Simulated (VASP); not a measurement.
The system is Ta.

```
Ta
1.0
    -1.71384    1.66380    1.60595
     1.69320   -1.68230    1.60382
     1.68622    1.65469   -1.62445
Ta
1
Direct
  0.00000 0.00000 0.00000
```

The cell isn't the ideal one: cell sheared at random, sigma 0.03, atoms nudged by 0.01 Å.

* Program: VASP 6.6.1
* Task: relaxation of cell and atoms
* Functional: PBE
* Potentials or basis: VASP PAW PBE potentials, release 64 (Ta_pv)
* Cutoff: 600 eV
* k mesh: 11 × 11 × 11
* Occupations: methfessel-paxton, width 0.1 eV
* Spin: no spin polarisation

At the start: pressure 3.2 GPa; volume 18.00 Å³/atom.

Question: Where does the relaxation end?

Answer: Over 16 steps the energy falls by 14.1 meV/atom and the volume is 18.22 Å³/atom (+1.3 %); space group Im-3m (No. 229, to 0.05 Å).

The path:
```
step  energy change (eV)  largest force (eV/Å)  pressure (GPa)  volume (Å³)
   1              0.0000                0.0000            3.21        18.00
   2              0.0028                0.0000           -6.97        18.95
   3             -0.0078                0.0000           -1.74        18.43
   4             -0.0136                0.0000           -0.56        18.29
   5             -0.0137                0.0000           -0.65        18.29
   6             -0.0137                0.0000            1.19        18.13
   7             -0.0140                0.0000            0.24        18.21
   8             -0.0141                0.0000           -0.05        18.23
   9             -0.0141                0.0000            0.00        18.23
  10             -0.0141                0.0000            0.00        18.23
  11             -0.0141                0.0000           -0.03        18.23
  12             -0.0141                0.0000           -0.08        18.23
  13             -0.0141                0.0000           -0.07        18.23
  14             -0.0141                0.0000            0.18        18.21
  15             -0.0141                0.0000            0.08        18.22
  16             -0.0141                0.0000            0.00        18.22
```

Final structure:
```
CELL_PARAMETERS angstrom
-1.65825 1.65869 1.65709
1.65842 -1.65830 1.65721
1.65758 1.65782 -1.65650
ATOMIC_POSITIONS crystal
Ta 0.00000 0.00000 0.00000
```
